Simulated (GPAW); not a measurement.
# SiC (Moissanite) (P6_3mc) in GPAW: notebook

One crystal, SiC (Moissanite), is run at these levels: PBE; tasks: dielectric tensor, equation of state.

All numbers are computed with GPAW 26.7.0; they aren't measurements. Logs are shortened: lines on timing, memory, paths and dates and some standing lists are left out, and cuts for length are marked. The log counts tension as positive stress, the text compression.

### 1 The structure

Symmetry: P6_3mc, No. 186, hexagonal system. The conventional cell has a = 3.076 Å, b = 3.076 Å, c = 5.048 Å, α = 90.00°, β = 90.00°, γ = 120.00°. Si (site symmetry 3m) is surrounded by 4 C at 1.87 to 1.94 Å. Around C (site symmetry 3m) lie 4 Si at 1.87 to 1.94 Å.

### 2 Dielectric tensor, PBE

File run.py:

```python
import numpy as np
from ase import Atoms
from ase.dft.bandgap import bandgap
from ase.io import write
from gpaw import GPAW, PW
from gpaw.response.df import DielectricFunction

atoms = Atoms(['Si', 'Si', 'C', 'C'],
              cell=[[3.076, 0.0, 0.0],
                    [-1.538, 2.663894142, 0.0],
                    [0.0, 0.0, 5.048]],
              scaled_positions=[[0.6666666667, 0.3333333333, 0.5],
                                [0.3333333333, 0.6666666667, 0.0],
                                [0.6666666667, 0.3333333333, 0.885],
                                [0.3333333333, 0.6666666667, 0.385]],
              pbc=True)

calc = GPAW(mode=PW(600),
            xc='PBE',
            kpts={'size': (8, 8, 4), 'gamma': True},
            occupations={'name': 'fermi-dirac', 'width': 0.001},
            nbands=18,
            convergence={'density': 1e-06},
            maxiter=150,
            txt='gpaw.txt')
atoms.calc = calc
energy = atoms.get_potential_energy()
calc.write('gs.gpw')
write('result.traj', atoms)
print(f'Energy: {energy:.6f} eV')
print('Fermi level:', round(calc.get_fermi_level(), 4), 'eV')
print(f'Gap: {bandgap(calc)[0]:.4f} eV, direct: {bandgap(calc, direct=True)[0]:.4f} eV')

for size in [(14, 14, 7), (19, 19, 10)]:
    name = 'x'.join(str(n) for n in size)
    dense = calc.fixed_density(kpts={'size': size, 'gamma': True},
                               nbands=54, convergence={'bands': 48, 'eigenstates': 1e-7},
                               update_fermi_level=True, txt=f'dense-{name}.txt')
    dense.write(f'{name}.gpw', mode='all')
    df = DielectricFunction(f'{name}.gpw', frequencies=np.array([0.0]), hilbert=False, eta=0.001,
                            ecut=80, nbands=48, intraband=False, txt=f'df-{name}.txt')
    for xc in ['RPA', 'LR0.3', 'LR0.2']:
        for direction in ['x', 'y', 'z', [0, 1, 1], [1, 0, 1], [1, 1, 0]]:
            e0, e = df.get_macroscopic_dielectric_constant(xc=xc, direction=direction)
            print(f'{name} {xc} {direction}: {e0:.4f} without, {e:.4f} with local fields')
```

Potentials or basis: GPAW PAW data sets (gpaw-data 1.2.1), pw.

Launch:

```sh
> OMP_NUM_THREADS=1 python run.py
```

gpaw.txt:

```text
__  _  _
 | _ |_)|_||  |
 |__||  | ||/\| - 26.7.0

Input parameters:
  mode=PW(ecut=600.0),
  convergence={'density': 1e-06},
  kpts=MonkhorstPack(size=(8, 8, 4), gamma=True),
  maxiter=150,
  nbands=18,
  occupations=Occupations(name='fermi-dirac', width=0.001),
  xc=XC(name='PBE')

Diagonalizing LCAO Hamiltonian
Converting LCAO to pw mode

           C

           Si
        C

        Si

Atoms  # Å, Bohr magnetons
|   | symbol |         x |        y |        z |    initial magnetic moments |
|---|--------|-----------|----------|----------|-----------------------------|
| 0 |     Si |  1.538000 | 0.887965 | 2.524000 | ( 0.0000,  0.0000,  0.0000) |
| 1 |     Si | -0.000000 | 1.775929 | 0.000000 | ( 0.0000,  0.0000,  0.0000) |
| 2 |      C |  1.538000 | 0.887965 | 4.467480 | ( 0.0000,  0.0000,  0.0000) |
| 3 |      C | -0.000000 | 1.775929 | 1.943480 | ( 0.0000,  0.0000,  0.0000) |

Unit cell  # Å
| periodic |         x |        y |        z |  lengths |     angles |
|----------|-----------|----------|----------|----------|------------|
|      yes |  3.076000 | 0.000000 | 0.000000 | 3.076000 |  90.000000 |
|      yes | -1.538000 | 2.663894 | 0.000000 | 3.076000 |  90.000000 |
|      yes |  0.000000 | 0.000000 | 5.048000 | 5.048000 | 120.000000 |

Number of symmetries: 6
Symmetry operations  # r_c * U_cc + t_c -> r_c
|   | kind |            matrix            |
|---|------|------------------------------|
| 0 |  σ   |  1, 1, 0,  0,-1, 0,  0, 0, 1 |
| 1 |  E   |  1, 0, 0,  0, 1, 0,  0, 0, 1 |
| 2 |  C3  |  0, 1, 0, -1,-1, 0,  0, 0, 1 |
| 3 |  σ   |  0,-1, 0, -1, 0, 0,  0, 0, 1 |
| 4 |  σ   | -1, 0, 0,  1, 1, 0,  0, 0, 1 |
| 5 |  C3  | -1,-1, 0,  1, 0, 0,  0, 0, 1 |

BZ-sampling:
  Number of BZ points: 256
  Number of IBZ points: 35

  Monkhorst-Pack size: [8, 8, 4]
  Monkhorst-Pack shift: [0.0625, 0.0625, 0.125]

K-points  # in reciprocal-cell coordinates
|     |                                coordinates |     weight |
|-----|--------------------------------------------|------------|
|   0 | (  0.00000000,   0.00000000,   0.00000000) | 0.00390625 |
|   1 | (  0.00000000,   0.00000000,   0.25000000) | 0.00781250 |
|   2 | (  0.00000000,   0.00000000,   0.50000000) | 0.00390625 |
|   3 | (  0.12500000,   0.00000000,  -0.25000000) | 0.02343750 |
|   4 | (  0.12500000,   0.00000000,   0.00000000) | 0.02343750 |
|   5 | (  0.12500000,   0.00000000,   0.25000000) | 0.02343750 |
|   6 | (  0.12500000,   0.00000000,   0.50000000) | 0.02343750 |
|   7 | (  0.25000000,  -0.12500000,   0.00000000) | 0.02343750 |
|   8 | (  0.25000000,  -0.12500000,   0.25000000) | 0.04687500 |
|   9 | (  0.25000000,  -0.12500000,   0.50000000) | 0.02343750 |
| ... |                                            |            |
|  34 | (  0.50000000,   0.50000000,   0.50000000) | 0.01171875 |

Plane wave coefficients: 1392
Cutoff: 600.0 eV

Spin-components: 1 (collinear spins)
Bands:           18
Projectors:      20
Spin-degeneracy: 2
Datatype:        complex128

Parallelization:
  kpt:    1
  domain: 1
  band:   1

Density:
  Valence electrons: 16.0
  Components: 1
  Grid points: [18 18 30]
  Charge: 0.0  # |e|

Potential:
  Grid points: [18 18 30]

species:
  Si:
    name:    Silicon
    Z:       14.0
    valence: 4
    core:    10
    charge:  0.0  # [|e|]
    compensation charges:
      type: gauss
      rc: 0.33  # [Å]
      lmax: 2
    cutoffs:
      filter: 1.86  # [Å]
      core: 2.06  # [Å]
    projectors
    | kind |    occ | energy [eV] | rcut [Å] |
    |------|--------|-------------|----------|
    |   3s |  2.000 |     -10.812 |    1.058 |
    |   3p |  2.000 |      -4.081 |    1.058 |
    |    s |        |      16.399 |    1.058 |
    |    p |        |      23.130 |    1.058 |
    |    d |        |       0.000 |    1.058 |

    Using partial waves for Si as LCAO basis

  C:
    name:    Carbon
    Z:       6.0
    valence: 4
    core:    2
    charge:  0.0  # [|e|]
    compensation charges:
      type: gauss
      rc: 0.20  # [Å]
      lmax: 2
    cutoffs:
      filter: 1.14  # [Å]
      core: 1.14  # [Å]
    projectors
    | kind |    occ | energy [eV] | rcut [Å] |
    |------|--------|-------------|----------|
    |   2s |  2.000 |     -13.751 |    0.635 |
    |   2p |  2.000 |      -5.284 |    0.635 |
    |    s |        |      13.461 |    0.635 |
    |    p |        |      21.927 |    0.635 |
    |    d |        |       0.000 |    0.635 |

    Using partial waves for C as LCAO basis

Reference energy: -17827.944731  # eV

eigensolver:
  PPCG
  Converge bands: occupied
  niter=2

density mixing:
  MSR1-Mixer
  Pratt-step length: 0.05
  Maximum mixing coefficient: 0.75
  Old densities: 10
  SVD Regularization: 0.005
  Good broyden scale: 1.0
  Trust region scale: 1.0
  Backstep threshold: 4.0
  History deletion threshold: 6.0
  Fourier metric: weight=20.0, sigma=0.015

occupation numbers:
  Fermi-Dirac:
    width: 0.0010  # eV

poisson solver:
  ecut: 4800.0  # eV

xc functional:
  name: PBE with 2 nearest neighbor stencil

convergence criteria:
- Maximum integral of absolute [dens]ity change: 1e-06 electrons / valence electron
- Maximum [total energy] change in last 3 cyles: 0.0005 eV / valence electron
- Maximum integral of absolute [eigenst]ate change: 4e-08 eV^2 / valence electron
maximum number of iterations: 150

SCF iterations
|iter     | |      energy | eigst |  dens |
|---------|-|-------------|-------|-------|
|iter:   1| |  -33.153988 | -0.14 |       |
|iter:   2| |  -32.400482 | -2.23 | -0.56 |
|iter:   3| |  -29.874549 | -0.87 | -0.61 |
|iter:   4| |  -29.885351 | -2.81 | -1.31 |
|iter:   5| |  -29.891887 | -3.45 | -1.68 |
|iter:   6| |  -29.892018c| -5.36 | -2.67 |
|iter:   7| |  -29.892027c| -6.60 | -3.28 |
|iter:   8| |  -29.892027c| -7.90c| -4.09 |
|iter:   9| |  -29.892027c| -7.67c| -4.40 |
|iter:  10| |  -29.892027c| -8.70c| -5.24 |
|iter:  11| |  -29.892027c| -9.76c| -5.85 |
|iter:  12| |  -29.892027c|-10.62c| -6.24c|

Converged in 12 steps
Energy contributions relative to reference atoms: (reference = -17827.944731)

Energy contributions:
  Kinetic:          32.733577
  Coulomb:         -27.426420
  Zero:             -0.036152
  External:          0.000000
  Xc:              -35.163032
  Entropy:          -0.000000
  Spinorbit:         0.000000
  ----------------------------
  Free energy:     -29.892027
  Extrapolated:    -29.892027

dipole moment: (-0.000001, -0.000002, -8.924714)  # |e|*Ang

Fermi level: 10.142
Eigenvalues  # (at kpt = [0.000, 0.000, 0.000])
| band index |      eig [eV] | occ [0-2] |
|------------|---------------|-----------|
|          0 |        -7.183 |     2.000 |
|          1 |        -3.678 |     2.000 |
|          2 |        -0.152 |     2.000 |
|          3 |         6.992 |     2.000 |
|          4 |         6.992 |     2.000 |
|          5 |         8.277 |     2.000 |
[... 8 lines left out ...]
|         14 |        17.246 |     0.000 |
|         15 |        19.921 |     0.000 |
|        ... |               |           |
|         17 |        19.926 |     0.000 |

Gap: 2.571 eV
Transition (v -> c):
  (s=0, k=0, n=7, [0.00, 0.00, 0.00]) -> (s=0, k=22, n=8, [0.38, 0.38, 0.00])
Direct/indirect transitions are different
Direct gap: 4.070 eV
Transition at: (s=0, k=32, n=7, [0.50, 0.50, 0.00])
# Writing to gs.gpw (mode='')
```

Wall time 5.8 min (1 thread of AMD EPYC 9R45 (Zen 5), shared host); peak memory 1.1 GiB.

What came out:

```yaml
Free_energy: -29.8920 eV
Band_gap_on_the_k_mesh: 2.57 eV, indirect (least direct gap 4.07 eV)
Electronic_dielectric_tensor_diagonal: 6.54, 6.54, 7.04
```

Electronic dielectric tensor:
```
6.54 0.00 0.00
0.00 6.54 0.00
0.00 0.00 7.04
```

Caveat: the long-wavelength limit can be off by a per cent or two; an odd mesh through Γ misses points on the zone boundary, where band edges often lie.

### 3 Equation of state, PBE

File run.py:

```python
from ase.eos import EquationOfState
from ase.io import Trajectory, read
from ase.units import GPa
from gpaw import GPAW

atoms = read('SiC.cif')

traj = Trajectory('eos.traj', 'w')
volumes, energies = [], []
for x in [0.94, 0.96, 0.98, 1.0, 1.02, 1.04, 1.06]:
    a = atoms.copy()
    a.set_cell(atoms.cell * x**(1 / 3), scale_atoms=True)
    calc = GPAW(mode='lcao',
                h=0.18,
                basis='sz(dzp)',
                xc='PBE',
                kpts={'size': (7, 7, 4), 'gamma': True},
                occupations={'name': 'fermi-dirac', 'width': 0.05},
                convergence={'density': 1e-05, 'energy': 1e-05},
                maxiter=150,
                txt=f'eos-{x:.2f}.txt')
    a.calc = calc
    energies.append(a.get_potential_energy(force_consistent=True))
    volumes.append(a.get_volume())
    calc.write(f'eos-{x:.2f}.gpw')
    traj.write(a)
    print(f'{x:.2f} {volumes[-1]:10.4f} A^3 {energies[-1]:14.6f} eV', flush=True)

v0, e0, B = EquationOfState(volumes, energies, eos='birchmurnaghan').fit()
print(f'V0 = {v0:.4f} A^3, E0 = {e0:.6f} eV, B0 = {B / GPa:.2f} GPa')
```

File SiC.cif:

```cif
data_SiC
_cell_length_a 3.07600000
_cell_length_b 3.07600000
_cell_length_c 5.04800000
_cell_angle_alpha 90.00000000
_cell_angle_beta 90.00000000
_cell_angle_gamma 120.00000000
_space_group_name_H-M_alt 'P1'
_space_group_name_Hall 'P 1'
_space_group_IT_number 1
loop_
_space_group_symop_operation_xyz
'x,y,z'
loop_
_atom_site_label
_atom_site_type_symbol
_atom_site_symmetry_multiplicity
_atom_site_Wyckoff_symbol
_atom_site_fract_x
_atom_site_fract_y
_atom_site_fract_z
_atom_site_occupancy
Si1 Si 1 a 0.6666666667 0.3333333333 0.5000000000 1
Si2 Si 1 a 0.3333333333 0.6666666667 0.0000000000 1
C1 C 1 a 0.6666666667 0.3333333333 0.8850000000 1
C2 C 1 a 0.3333333333 0.6666666667 0.3850000000 1
```

Potentials or basis: GPAW PAW data sets (gpaw-data 1.2.1), lcao:sz(dzp).

Launch:

```sh
> OMP_NUM_THREADS=1 python run.py
```

Run time: 4 min. Hardware: 1 thread of Intel Xeon Platinum 8175M at 2.50GHz (Skylake/Cascade Lake), shared host; peak memory 0.19 GiB.

The run converged, but some of its settings lie outside the range that counts as converged, so its numbers aren't taken as properties of the crystal.

What came out:

```yaml
Equilibrium_volume: "11.31 Å³/atom (rough: see the caveat)"
Bulk_modulus_at_fixed_shape_and_positions: 188 GPa (rough)
```

Caveat: the minimum lies outside the volumes run; the cell was scaled at fixed shape and fractional positions, which overstates the stiffness of a crystal with free parameters, most of all of layers and chains; the basis of atomic orbitals isn't converged, which shifts pressures, moduli and gaps.
